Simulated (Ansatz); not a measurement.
# Ga (P-1) in Ansatz: convergence with k mesh

Aim: find how far k mesh must go before the results for Ga settle, at LDA. This setting moves, with any that are tied to it; all else stays.

All numbers are computed with Ansatz 0.2.0; they aren't measurements. Logs are shortened: lines on timing, memory, paths and dates and some standing lists are left out, and cuts for length are marked.

## Step 1: The cell of the first run

The typed cell holds 2 atoms: a = 4.316 Å, b = 4.316 Å, c = 3.170 Å, α = 90.00°, β = 90.00°, γ = 140.74°.

This isn't the form of Ga at room conditions, which is orthorhombic.

The cell isn't the ideal one: atoms moved at random, drawn with an rms of 0.05 Å.

## Step 2: With k mesh 3 × 3 × 3

input.yaml reads:

```yaml
crystal:
  lattice:
    - [1.45, -4.065, 0.0]
    - [1.45, 4.065, 0.0]
    - [0.0, 0.0, 3.17]
  atoms:
    - { symbol: Ga, position: [0.142651, 0.88362, 0.752161] }
    - { symbol: Ga, position: [0.86304, 0.146187, 0.261977] }
hamiltonian:
  xc: lda
  pseudopotentials: { kind: paw, level: accurate }
kpoints:
  mp_grid: { grid: [3, 3, 3] }
scf:
  occupations: { method: cold, width: 0.05 }
output:
  forces: true
  stress: true
  eigenvalues: true
```

Potentials or basis: Ansatz PAW earlier set.

On the command line:

```sh
> ansatz run input.yaml --threads 2 --pin off --max-ram 5632MiB --backend cpu --events-out ev --progress --plain --runs-dir out
```

Wall time 2.5 s (2 threads of Intel Xeon at 2.70GHz, shared host); peak memory 0.51 GiB.

What came out:

- Free energy: -16675.4730 eV
- Pressure: -3.7 GPa
- Largest force: 0.488 eV/Å
- Band gap on the k mesh: none (metal or under the smearing width)

## Step 3: With k mesh 4 × 4 × 3

Changes to input.yaml since step 2:

```diff
@@ -12,3 +12,3 @@
 kpoints:
-  mp_grid: { grid: [3, 3, 3] }
+  mp_grid: { grid: [4, 4, 3] }
 scf:
```

Potentials or basis: Ansatz PAW earlier set.

On the command line:

```sh
> ansatz run input.yaml --threads 2 --pin off --max-ram 5632MiB --backend cpu --events-out ev --progress --plain --runs-dir out
```

It took 3.9 s on 2 threads of Intel Xeon at 2.70GHz, shared host; peak memory 0.55 GiB.

What came out:

```yaml
Free_energy: -16675.7757 eV
Pressure: -2.2 GPa
Largest_force: 0.232 eV/Å
Band_gap_on_the_k_mesh: none (metal or under the smearing width)
```

## Step 4: With k mesh 5 × 5 × 4

Changes to input.yaml since step 3:

```diff
@@ -12,3 +12,3 @@
 kpoints:
-  mp_grid: { grid: [4, 4, 3] }
+  mp_grid: { grid: [5, 5, 4] }
 scf:
```

On the command line:

```sh
> ansatz run input.yaml --threads 2 --pin off --max-ram 5632MiB --backend cpu --events-out ev --progress --plain --runs-dir out
```

It took 6.9 s on 2 threads of Intel Xeon at 2.70GHz, shared host; peak memory 0.62 GiB.

What came out:

* Free energy: -16675.8853 eV
* Pressure: -4.0 GPa
* Largest force: 0.185 eV/Å
* Band gap on the k mesh: none (metal or under the smearing width)

## Step 5: With k mesh 6 × 6 × 5

Changes to input.yaml since step 4:

```diff
@@ -12,3 +12,3 @@
 kpoints:
-  mp_grid: { grid: [5, 5, 4] }
+  mp_grid: { grid: [6, 6, 5] }
 scf:
```

On the command line:

```sh
> ansatz run input.yaml --threads 2 --pin off --max-ram 5632MiB --backend cpu --events-out ev --progress --plain --runs-dir out
```

It took 12 s on 2 threads of Intel Xeon at 2.70GHz, shared host; peak memory 0.73 GiB.

Results:

| Quantity | Value |
| --- | --- |
| Free energy | -16675.8377 eV |
| Pressure | -3.8 GPa |
| Largest force | 0.053 eV/Å |
| Band gap on the k mesh | none (metal or under the smearing width) |

## Step 6: With k mesh 7 × 7 × 6

Changes to input.yaml since step 5:

```diff
@@ -12,3 +12,3 @@
 kpoints:
-  mp_grid: { grid: [6, 6, 5] }
+  mp_grid: { grid: [7, 7, 6] }
 scf:
```

Potentials or basis: Ansatz PAW earlier set.

On the command line:

```sh
> ansatz run input.yaml --threads 2 --pin off --max-ram 5632MiB --backend cpu --events-out ev --progress --plain --runs-dir out
```

It took 20 s on 2 threads of Intel Xeon at 2.70GHz, shared host; peak memory 0.89 GiB.

It converged, with:

| Property | Result |
| --- | --- |
| Free energy | -16675.8142 eV |
| Pressure | -3.2 GPa |
| Largest force | 0.057 eV/Å |
| Band gap on the k mesh | none (metal or under the smearing width) |

## Step 7: With k mesh 9 × 9 × 8

Changes to input.yaml since step 6:

```diff
@@ -12,3 +12,3 @@
 kpoints:
-  mp_grid: { grid: [7, 7, 6] }
+  mp_grid: { grid: [9, 9, 8] }
 scf:
```

On the command line:

```sh
> ansatz run input.yaml --threads 2 --pin off --max-ram 5632MiB --backend cpu --events-out ev --progress --plain --runs-dir out
```

Run time: 42 s. Hardware: 2 threads of Intel Xeon at 2.70GHz, shared host; peak memory 1.4 GiB.

The run converged. Its results:

```yaml
Free_energy: -16675.8556 eV
Pressure: -3.9 GPa
Largest_force: 0.055 eV/Å
Band_gap_on_the_k_mesh: none (metal or under the smearing width)
```

## Step 8: With k mesh 11 × 11 × 10

Changes to input.yaml since step 7:

```diff
@@ -12,3 +12,3 @@
 kpoints:
-  mp_grid: { grid: [9, 9, 8] }
+  mp_grid: { grid: [11, 11, 10] }
 scf:
```

On the command line:

```sh
> ansatz run input.yaml --threads 2 --pin off --max-ram 5632MiB --backend cpu --events-out ev --progress --plain --runs-dir out
```

Run time: 82 s. Hardware: 2 threads of Intel Xeon at 2.70GHz, shared host; peak memory 2.2 GiB.

Results (log left out):

```yaml
Free_energy: -16675.8347 eV
Pressure: -3.8 GPa
Largest_force: 0.036 eV/Å
Band_gap_on_the_k_mesh: none (metal or under the smearing width)
```

## Step 9: With k mesh 13 × 13 × 12

Changes to input.yaml since step 8:

```diff
@@ -12,3 +12,3 @@
 kpoints:
-  mp_grid: { grid: [11, 11, 10] }
+  mp_grid: { grid: [13, 13, 12] }
 scf:
```

Potentials or basis: Ansatz PAW earlier set.

On the command line:

```sh
> ansatz run input.yaml --threads 2 --pin off --max-ram 5632MiB --backend cpu --events-out ev --progress --plain --runs-dir out
```

Run time: 2.3 min. Hardware: 2 threads of Intel Xeon at 2.70GHz, shared host; peak memory 3.3 GiB.

Results (log left out):

```yaml
Free_energy: -16675.8393 eV
Pressure: -3.8 GPa
Largest_force: 0.042 eV/Å
Band_gap_on_the_k_mesh: none (metal or under the smearing width)
```

## Step 10: With k mesh 16 × 16 × 14

Changes to input.yaml since step 9:

```diff
@@ -12,3 +12,3 @@
 kpoints:
-  mp_grid: { grid: [13, 13, 12] }
+  mp_grid: { grid: [16, 16, 14] }
 scf:
```

Potentials or basis: Ansatz PAW earlier set.

On the command line:

```sh
> ansatz run input.yaml --threads 2 --pin off --max-ram 5632MiB --backend cpu --events-out ev --progress --plain --runs-dir out
```

The program printed:

```text
Warning: RAYON_NUM_THREADS=2 ignored (pool sized by the plan → 2); use --threads N
Engine: ansatz 0.2.0, x86_64-unknown-linux-gnu
Pseudopotentials: kind: paw, level: accurate
Pseudopotential: Ga, paw, valence charge 21, recommended cutoff 1300 eV (high), Ga.paw.azcp
Functional definition: SPW92
  exchange = slater_x
  correlation = pw_c
Crystal: 2 atoms, lattice volume = 37.370 Å³
Basis set: ecut = 1300 eV, 4013 PW (Γ)
Bands: 26, of which v1, the nominal top of the filled ones, is band 21 counted from 1 (20 counted from 0)
Symmetry: 2 space group operations
Space group: P-1 (ITA 2), of the structure as read, at distance tolerance 3.3e-5 Å
k-points: 1796 of 3584
Non-local potential: Ga, projectors of the file, l = 0: 3, l = 1: 3, l = 2: 3, l = 3: 2
PAW form: soft (Blöchl's): semilocal exchange-correlation on the pseudo side does not see the compensation charge
PAW frozen core: Ga, regenerated for the run's functional, and the local potential with it (the file was generated under x = pbe(κ = 0.804, μ = 0.2195149727645171), c = pbe(β = 0.06672455060314922))
PAW one-centre angular grid: Ga, 590 points (default); XC on 64 Gauss nodes
Initial density: superposition of atomic densities (chi_scale 0.1, normalization cell)
Initial wavefunctions: pseudopotential atomic-orbital guess
Functional: x = slater, c = lda
SCF iter   1: F=—  HF=-16675.967410 eV  |F-HF|=—  |Δ(HF+E_count)|=         —  Δρ=4.03e-2  dr2=3.69e-1  ethr=3.10e-3  ⟨swp⟩=5.4  Hψ=204500  notcnv=0
preconditioner: auto → Kerker (q_TF=auto, 2.782 Å⁻¹)  [metal: Δε(μ)=0.001 eV  Ē_g=17.445 eV  σ=0.050 eV  W_gap=0.01  n_scr=12 (ndim 8)  ℏωp=31.0 eV  f_vac=0.000  D(μ)=0.99/eV (n_scr^D=4)]
SCF iter   2: F=—  HF=-16675.862230 eV  |F-HF|=—  |Δ(HF+E_count)|=   1.05e-1  S|Δr|=    0.00e0  Δρ=1.61e-2  dr2=5.56e-2  ethr=8.79e-4  ⟨swp⟩=3.0  Hψ=99078  notcnv=0  defer=1509
SCF iter   3: F=—  HF=-16675.847837 eV  |F-HF|=—  |Δ(HF+E_count)|=   1.44e-2  S|Δr|=    0.00e0  Δρ=8.64e-3  dr2=2.45e-2  ethr=1.32e-4  ⟨swp⟩=2.0  Hψ=53905  notcnv=0  defer=1508
SCF iter   4: F=—  HF=-16675.839138 eV  |F-HF|=—  |Δ(HF+E_count)|=   8.70e-3  S|Δr|=    0.00e0  Δρ=1.21e-3  dr2=3.79e-4  ethr=5.82e-5  ⟨swp⟩=2.3  Hψ=76528  notcnv=0  defer=1508
SCF iter   5: F=—  HF=-16675.839075 eV  |F-HF|=—  |Δ(HF+E_count)|=   6.27e-5  S|Δr|=    0.00e0  Δρ=3.43e-4  dr2=3.22e-5  ethr=9.02e-7  ⟨swp⟩=2.1  Hψ=68461  notcnv=0  defer=1508
SCF iter   6: F=—  HF=-16675.839110 eV  |F-HF|=—  |Δ(HF+E_count)|=   3.46e-5  S|Δr|=    0.00e0  Δρ=6.29e-5  dr2=2.77e-6  ethr=7.67e-8  ⟨swp⟩=2.9  Hψ=69157  notcnv=0  defer=1508
SCF iter   7: F=—  HF=-16675.839109 eV  |F-HF|=—  |Δ(HF+E_count)|=   7.47e-7  S|Δr|=    0.00e0  Δρ=3.52e-5  dr2=1.82e-7  ethr=6.60e-9  ⟨swp⟩=2.0  Hψ=49375  notcnv=0  defer=1508
SCF iter   8: F=-16675.839109 eV  HF=-16675.839109 eV  |F-HF|=3.07e-9  |Δ(HF+E_count)|=   2.81e-8  S|Δr|=    0.00e0  Δρ=7.13e-6  dr2=6.26e-9  ethr=2.38e-10  ⟨swp⟩=9.8  Hψ=217278  notcnv=0
SCF 1 converged in 8 iterations: F = -16675.839109 eV  dr2 = 6.26e-9
SCF converged after 8 iterations
Stability not checked: this state was not tested for a lower state beside it, because cold or Methfessel-Paxton smearing, or corrected tetrahedra, fill the levels in a way that the test cannot read (fill_not_monotonic; see scf.lower_state_search)
Free energy (F): -16675.839109 eV
Harris-Foulkes:  -16675.839109 eV  (|F-HF|=3.07e-9)
Internal energy: -16675.838970 eV  (E = F + TS)
E sigma→0 (E₀):  -16675.839063 eV
Entropy (-TS):   -0.000139 eV (-0.070 meV/atom)
Fermi energy:    11.219819 eV
--- Per-component energies (eV) ---
  E_band       = -1557.461541
  E_kinetic    = 1566.340604
  E_local      = -17131.944169  (includes V_loc(G=0)·N_el)
  E_nonlocal   = 3591.262338
  E_hartree    = 6441.154839
  E_xc         = -316.982694
  E_vxc        = -412.354142  (∫ρ·V_xc dr)
  E_paw        = -3986.692926  (= ΣΔE_a)
  E_vpaw       = -2053.084148  (= ΣTr[D̂ρ^β])
  E_aug_tail   = 0.000043  (compensation charges beyond the density's cutoff)
  E_ewald      = -6839.930594
  E_core_change = 0.953589  (= ΣΔE_core)
  E_smearing   = -0.000139  (= −TS)
  E_closure    = -0.000000  (closes the sum)
  Σ components = -16675.839109   (vs F -16675.839109, Δ=0.00e0)
--- Forces (eV/Å), atoms counted from 1 ---
  atom   1  Ga    -0.00632766    -0.02199400     0.03274588
  atom   2  Ga     0.00632766     0.02199400    -0.03274588
  max |Σ_I F_I| component: 0.00e0 eV/Å
--- Stress (GPa, compression-positive) ---
       -4.526570      -0.042452      -0.013756
       -0.042452      -4.440778       0.006751
       -0.013756       0.006751      -2.476945
  P = ⅓ Tr σ = -3.8148 GPa (-38.148 kbar)
--- Band table (eV; the first three rows and the last of 1796) ---
  k-point 0: bands = ["-131.7074", "-131.7065", "-82.9332", "-82.9288", "-82.9234", "-82.9222", "-82.9152", "-82.9072", "-4.0082", "-3.9775", "-3.9113", "-3.9034", "-3.7243", "-3.7012", "-3.6584", "-3.6517", "-3.6393", "-3.4968", "-0.0454", "9.0034", "9.5444", "14.0648", "17.8494", "18.8361", "20.0422", "21.6193"]
  k-point 1: bands = ["-131.7074", "-131.7065", "-82.9332", "-82.9289", "-82.9233", "-82.9222", "-82.9151", "-82.9073", "-3.9994", "-3.9831", "-3.9048", "-3.8991", "-3.7323", "-3.7158", "-3.6514", "-3.6455", "-3.6329", "-3.5049", "0.0319", "9.0937", "9.5379", "13.2706", "18.8480", "18.9085", "20.1058", "21.3975"]
  k-point 2: bands = ["-131.7073", "-131.7065", "-82.9331", "-82.9292", "-82.9233", "-82.9222", "-82.9148", "-82.9076", "-3.9975", "-3.9690", "-3.9039", "-3.8764", "-3.7510", "-3.7413", "-3.6515", "-3.6250", "-3.6185", "-3.5276", "0.2645", "9.3628", "9.4045", "12.0114", "19.1228", "20.1925", "20.2548", "20.3391"]
  k-point 1795: bands = ["-131.7069", "-131.7069", "-82.9323", "-82.9323", "-82.9228", "-82.9226", "-82.9107", "-82.9105", "-3.9369", "-3.9275", "-3.8748", "-3.8672", "-3.7503", "-3.7416", "-3.6551", "-3.6428", "-3.6253", "-3.6230", "5.4665", "5.5533", "7.0435", "7.1239", "20.6023", "20.7921", "22.5198", "22.5664"]
```

It took 4 min on 2 threads of Intel Xeon at 2.70GHz, shared host; peak memory 5.1 GiB.

What came out:

```yaml
Free_energy: -16675.8391 eV
Pressure: -3.8 GPa
Largest_force: 0.040 eV/Å
Band_gap_on_the_k_mesh: none (metal or under the smearing width)
```

## Step 11: Summary

| k mesh | energy less the tightest run, at zero smearing (meV/atom) | pressure (GPa) | largest force (eV/Å) | SCF cycles | CPU time (s) | peak memory (GiB) |
| --- | --- | --- | --- | --- | --- | --- |
| 3 × 3 × 3 | 183.70 | -3.71 | 0.488 | 8 | 4.5 | 0.51 |
| 4 × 4 × 3 | 31.49 | -2.24 | 0.232 | 7 | 7.5 | 0.55 |
| 5 × 5 × 4 | -23.07 | -3.96 | 0.185 | 7 | 13 | 0.62 |
| 6 × 6 × 5 | 0.63 | -3.77 | 0.053 | 7 | 23 | 0.73 |
| 7 × 7 × 6 | 12.52 | -3.16 | 0.057 | 8 | 38 | 0.89 |
| 9 × 9 × 8 | -8.29 | -3.90 | 0.055 | 8 | 81 | 1.4 |
| 11 × 11 × 10 | 2.17 | -3.80 | 0.036 | 7 | 160 | 2.2 |
| 13 × 13 × 12 | -0.06 | -3.76 | 0.042 | 8 | 270 | 3.3 |
| 16 × 16 × 14 | 0.00 | -3.81 | 0.040 | 8 | 470 | 5.1 |

Against the tightest run, the energy stays within 1 meV/atom from 13 × 13 × 12 on; the pressure stays within 0.1 GPa from 9 × 9 × 8 on; the largest force stays within 0.005 eV/Å from 11 × 11 × 10 on. Meshes of other sizes hit other points, so gaps and Fermi surfaces needn't settle smoothly. The tightest run that finished is the yardstick and may itself not be fully converged.

Caveats: the PAW data sets come from PBE, with cores solved anew for the run's functional, which leaves a small shift of forces and pressure.
